In a strongly polar oxide, the electric field that a vibration sets up can raise its wavenumber by 100 to 200 cm⁻¹. The restoring forces that act without this macroscopic field set the rest. A calculation can go wrong in either part, and the two errors look much alike in a list of wavenumbers.

## Question

The table lists vibrations of α-Ga2O3, the corundum form, computed with a semilocal density functional, beside values measured on films.

Zone-centre vibrations of α-Ga2O3 (R-3c, 10-atom cell), computed with Ansatz 0.2.0 by perturbation theory with PBEsol and PAW (plane-wave cutoff 420 eV, 6×6×6 k mesh) at the PBEsol-relaxed geometry. Computed wavenumbers are harmonic and leave out the field term unless marked; infrared intensities are in (D/Å)²/amu, summed over each level. The rows were drawn from a pool: of 90 crystals with a measured lattice constant, 2 whose relaxed edge lies over 5 % from it were taken for other phases and got no table, so the agreement shown is better than for the whole pool.

```csv
row,computed wavenumber (cm⁻¹),what it is,measured wavenumber (cm⁻¹),"label in the paper, method, sample",temperature of the measurement (K),source
1,152.2,"1-fold, infrared intensity 0",n/a,n/a,n/a,n/a
2,208.0,"1-fold, infrared intensity 0",n/a,n/a,n/a,n/a
3,n/a,n/a,216,"A1g, Ga atoms vibrating against each other along c; Raman backscattering; film",n/a,arXiv:1907.13072 (2019)
4,216.4,"2-fold, infrared intensity 0.002",n/a,n/a,n/a,n/a
5,n/a,n/a,221.7,Eu-4 TO; far-infrared spectroscopic ellipsometry; film,300,arXiv:2108.12058 (2021)
6,n/a,n/a,221.9,Eu-4 LO; far-infrared spectroscopic ellipsometry; film,300,arXiv:2108.12058 (2021)
7,228.9,"2-fold, infrared intensity 0",n/a,n/a,n/a,n/a
8,265.5,"1-fold, infrared intensity 42.8",n/a,n/a,n/a,n/a
9,n/a,n/a,270.8,A2u-2 TO; infrared spectroscopic ellipsometry; film,300,arXiv:2108.12058 (2021)
10,279.6,"2-fold, infrared intensity 0",n/a,n/a,n/a,n/a
11,314.4,"2-fold, infrared intensity 0",n/a,n/a,n/a,n/a
12,323.5,"2-fold, infrared intensity 48.2",n/a,n/a,n/a,n/a
13,327.9,"1-fold, infrared intensity 0",n/a,n/a,n/a,n/a
14,n/a,n/a,334,Eu-3 TO; infrared spectroscopic ellipsometry; film,300,arXiv:2108.12058 (2021)
15,n/a,n/a,390,Eu-3 LO; infrared spectroscopic ellipsometry; film,300,arXiv:2108.12058 (2021)
16,416.2,"2-fold, infrared intensity 0",n/a,n/a,n/a,n/a
17,n/a,n/a,431.3,Eg; Raman spectroscopy; film,300,pmc:6888560 (2019)
18,453.8,"2-fold, infrared intensity 64.6",n/a,n/a,n/a,n/a
19,455.9,"1-fold, infrared intensity 0",n/a,n/a,n/a,n/a
20,n/a,n/a,461.8,A2u-2 LO; infrared spectroscopic ellipsometry; film,300,arXiv:2108.12058 (2021)
21,n/a,n/a,469.5,Eu-2 TO; infrared spectroscopic ellipsometry; film,300,arXiv:2108.12058 (2021)
22,519.8,"1-fold, infrared intensity 14.3",n/a,n/a,n/a,n/a
23,543.5,"2-fold, infrared intensity 2.12",n/a,n/a,n/a,n/a
24,546.4,"1-fold, infrared intensity 0",n/a,n/a,n/a,n/a
25,n/a,n/a,547.1,A2u-1 TO; infrared spectroscopic ellipsometry; film,300,arXiv:2108.12058 (2021)
26,n/a,n/a,564.3,Eu-2 LO; infrared spectroscopic ellipsometry; film,300,arXiv:2108.12058 (2021)
27,n/a,n/a,568.5,Eu-1 TO; infrared spectroscopic ellipsometry; film,300,arXiv:2108.12058 (2021)
28,n/a,n/a,577,A1g (high-frequency); Raman spectroscopy; film,300,pmc:6888560 (2019)
29,597.5,"1-fold, infrared intensity 0",n/a,n/a,n/a,n/a
30,658.2,"2-fold, infrared intensity 0",n/a,n/a,n/a,n/a
31,671.4,"1-fold, infrared intensity 0",n/a,n/a,n/a,n/a
32,671.4,"highest mode with the field term, along z",n/a,n/a,n/a,n/a
33,675.5,"highest mode with the field term, along x",n/a,n/a,n/a,n/a
34,n/a,n/a,692,Eg (high-frequency); Raman spectroscopy; film,300,pmc:6888560 (2019)
35,n/a,n/a,702.3,A2u-1 LO; infrared spectroscopic ellipsometry; film,300,arXiv:2108.12058 (2021)
36,n/a,n/a,718.3,Eu-1 LO; infrared spectroscopic ellipsometry; film,300,arXiv:2108.12058 (2021)
```

Infrared light excites the A2u modes, whose dipole points along the crystal's c axis (z), and the Eu modes, whose dipole lies across it (x, y). Each has a transverse form (TO), which builds up no macroscopic electric field, and a longitudinal form (LO), which does. The Eg modes carry no dipole and are dark in the infrared.

Three more numbers are needed for the longitudinal modes. The same calculation gives a dielectric constant of the electrons alone of 4.35 along c and 4.48 across it, and the cell has a volume $V$ of 97.1 Å³. Multiplied by $4\pi/V$ and converted to squared wavenumbers, one unit of infrared intensity, 1 (D/Å)²/amu, comes to about 22 thousand cm⁻².

The computed wavenumbers fall short of the measured ones. Three explanations are offered:

- **A.** The relaxed cell is slightly too large, so the bonds are too soft.
- **B.** The electrons screen too strongly, so the field of the longitudinal modes is too weak; the bonds are right.
- **C.** The restoring forces are too soft and the field is too weak as well.

Find the computed longitudinal A2u modes, compare them with experiment, and decide between A, B and C as far as the numbers allow.

## Model answer

**Pair the modes by symmetry.** An A2u mode is a single level with infrared intensity, which picks out the computed modes at 265.5 and 519.8 cm⁻¹. Taken in order, they belong to the measured transverse modes at 270.8 and 547.1 cm⁻¹. The first is 2 % too low and the second 5 %, relative to experiment.

**Add the field.** Along c, the crystal responds to an electric field through its electrons and its two bright vibrations:

$$\varepsilon(\omega)=\varepsilon_\infty+\sum_j\frac{S_j}{\omega_j^2-\omega^2}$$

Here $\omega$ is the wavenumber, $\omega_j$ that of transverse mode $j$, $S_j$ its strength, and $\varepsilon_\infty$ the dielectric constant of the electrons alone. A longitudinal mode sits where $\varepsilon(\omega)=0$. With two bright modes this is a quadratic equation in $\omega^2$, and the sum of its roots gives a simple balance:

$$\sum\omega_{\rm LO}^2=\sum\omega_{\rm TO}^2+\frac{\sum_j S_j}{\varepsilon_\infty}$$

The last term is the field's contribution. Strong charges and light atoms raise it, and electronic screening lowers it. The stiffness of the bonds does not enter it: softer bonds change how the strength is shared among the modes, but not its total.

**Put in the numbers.** The strength is the infrared intensity, listed in (D/Å)²/amu, times $4\pi/V$, with $V$ the cell volume. In thousands of cm⁻² this factor is about 22 per unit of intensity. The two intensities add up to 57.1, and $\varepsilon_\infty$ is 4.35 along c, as given in the question. The field term is therefore $22\times57.1/4.35\approx289$.

The measured field term follows from the measured modes, as the longitudinal sum less the transverse sum. All entries are in thousands of cm⁻², each rounded on its own, so a sum or difference can miss by one:

| Along c | Computed | Measured | Shortfall |
|---|---|---|---|
| Transverse squares | 265.5² + 519.8² → 341 | 270.8² + 547.1² → 373 | 32 |
| Field term | 289 | 706 − 373 → 334 | 45 |
| Longitudinal squares | 341 + 289 → 629 | 461.8² + 702.3² → 706 | 77 |

Solving the quadratic itself puts the computed longitudinal modes at 432 and 665 cm⁻¹. They lie 6.5 % and 5.3 % below experiment.

**Test A.** Softer bonds lower the transverse squares but leave the field term alone. A larger cell also dilutes the charges in proportion to its volume, which is too large by roughly 1 % (a rough recalled figure), and so small a change should alter the charges and the screening themselves only slightly. The field term is short by 45 parts in 334, or 14 %. Explanation A therefore fails on its own.

It is also strained where it should work best. Over all six infrared transverse pairs the mean shortfall is 3.4 %. For 1 % of extra volume to cause this, each per cent of volume would have to lower the wavenumber by 3.4 %. This ratio is the Grüneisen number, and in oxides it is usually between 1 and 2. The cell may well contribute, but it probably does not account for the whole softness. This estimate is loose: the measurements are on films, which may be strained, mostly at 300 K, while the calculation is static and harmonic and uses PAW datasets made for PBE.

**Test B.** If only the field were wrong, the transverse modes would be right, since they carry no macroscopic field. Along c their squares are 9 % too low. The dark Eg modes offer a second test, because they carry no net dipole per cell. The two with measured partners are low by 3.5 % and 4.9 %, although their pairing rests on order and is less certain than that of the bright modes. Explanation B, with its claim that the bonds are right, fails on its own too. This does not clear the electrons of the softness: the forces on a transverse mode include local dipole fields, which also depend on how easily the electrons polarise. The balance shows two shortfalls, not that they have two separate causes.

**Decide.** Explanation C remains, and the balance shows the weight of each part. Along c the weak field makes up 45 of the 77 units of shortfall, a little under three fifths, and the soft restoring forces the rest. Across the axis, where the Eu modes obey the same balance, the two parts are about equal. The printed output after this text gives that result and the shortfall of each pair. The measured side of the balance along c rests on only four values. Like all the measured values here, they were read out of the papers by a program, and a few in a hundred of such readings may be wrong.

**Say what stays open.** The balance shows that the field is too weak, but the field depends on both the charges that the moving atoms carry and the electronic screening. Theory points to the screening. Semilocal functionals make the band gap too small, here about 2.7 eV (the reference bands are not vouched for, and the empty bands are only loosely converged) against roughly 5 eV in experiment, and electrons with a small gap are too easily polarised.

If screening is the whole cause and the charges are right as computed, the true $\varepsilon_\infty$ should be about 3.8 along both axes, where the calculation has 4.4 to 4.5. The refractive index well above the vibrations and well below the gap is the square root of this constant. A measured index just below 2 would support the screening; one near 2.1 would put the blame on the charges.

## Remarks on the reasoning

**Why A is tempting.** Every paired mode is too low, and one soft crystal seems to explain them all. The explanation breaks down only when the squares are split into a part that depends on the bonds and a part that does not. The same split shows why a single correction factor is a poor repair: a factor chosen to mend the average transverse mode leaves both longitudinal A2u modes too low.

**Why the sum is safer than single pairs.** The field mixes the two A2u vibrations, so a longitudinal mode is not simply the transverse mode of the same name shifted upwards. The lower pair misses by 2 % in its transverse form and by 6.5 % in its longitudinal form, while the upper pair misses by about 5 % in both. Judged by the percentages of the upper pair alone, a uniformly soft crystal would seem to explain everything. The sum of squares is free of this mixing.

**Two traps in the table.** The computed mode at 546.4 cm⁻¹ almost coincides with the measured A2u mode at 547.1 cm⁻¹, but it is dark and cannot be its partner. The entry for the highest mode with the field term along z, 671.4 cm⁻¹, is not a longitudinal mode either. It is the dark mode of the same wavenumber, which the field leaves untouched; the upper longitudinal A2u mode lies just below it.

**How far the oscillator formula can be trusted.** It takes wavenumbers, intensities and $\varepsilon_\infty$ from the calculation and has no adjustable constant. Applied across the axis, it gives a zero at 675.5 cm⁻¹, where the table has its highest mode with the field term along x. This confirms the arithmetic but not the physics, because the calculation contains the same field term.

**What this does to the reflection band.** A polar crystal reflects infrared light strongly between a transverse mode and the longitudinal mode above it, for light whose field lies along the dipole of the mode. For the lower A2u pair the measured band is 461.8 − 270.8 = 191 cm⁻¹ wide, and the computed one 432 − 265.5 ≈ 166 cm⁻¹. The calculation thus places the band too low and also makes it too narrow. Shifting the computed spectrum upwards would mend only the first of these errors.

**How to carry the result over.** The more of a longitudinal mode's square comes from the field, the more an error in the field matters. The weakest Eu mode shows the opposite limit. Its computed intensity is almost zero, and its measured transverse and longitudinal forms lie only 0.2 cm⁻¹ apart. With hardly any field to get wrong, the calculation misses both by about 2.5 %. For another polar oxide treated with the same functional, one should therefore look first at the measured splitting: where it is wide, an error in the field can add to the error of the transverse mode. This is a tendency seen in one crystal, not a rule for each pair: the upper A2u pair, measured at 547.1 and 702.3 cm⁻¹, is widely split and still misses by about 5 % in both forms.

Numerical output:

```
Shortfall of Eu-4 TO, row 4 against 5, %: 2.391
Shortfall of Eu-3 TO, row 12 against 14, %: 3.144
Shortfall of Eu-2 TO, row 18 against 21, %: 3.344
Shortfall of Eu-1 TO, row 23 against 27, %: 4.398
Shortfall of A2u-2 TO, row 8 against 9, %: 1.957
Shortfall of A2u-1 TO, row 22 against 25, %: 4.99
Mean shortfall of the six TO modes, %: 3.37
Shortfall of Eg, row 16 against 17, %: 3.501
Shortfall of highest Eg, row 30 against 34, %: 4.884
Static dielectric constant along z rebuilt from the intensities: 18.86
Modelled dielectric function along x at row 33, should be near zero: 0.0003724
Lower A2u LO mode from the model, cm-1: 431.8
Upper A2u LO mode from the model, cm-1: 665.4
Shortfall of lower A2u LO against row 20, %: 6.507
Shortfall of upper A2u LO against row 35, %: 5.25
Shortfall of highest Eu LO, row 33 against 36, %: 5.959
Sum of TO squares along z, computed over measured: 0.9142
Field sum along z, computed over measured: 0.8643
Sum of TO squares along x, computed over measured: 0.9269
Field sum along x, computed over measured: 0.8493
Share of the LO-square shortfall due to the field sum along z, %: 58.63
Share of the LO-square shortfall due to the field sum along x, %: 49.22
Electronic dielectric constant along z that would mend the field sum alone: 3.761
Electronic dielectric constant along x that would mend the field sum alone: 3.807
Grueneisen number needed if a 1 % larger volume made the whole mean TO shortfall: 3.37
```
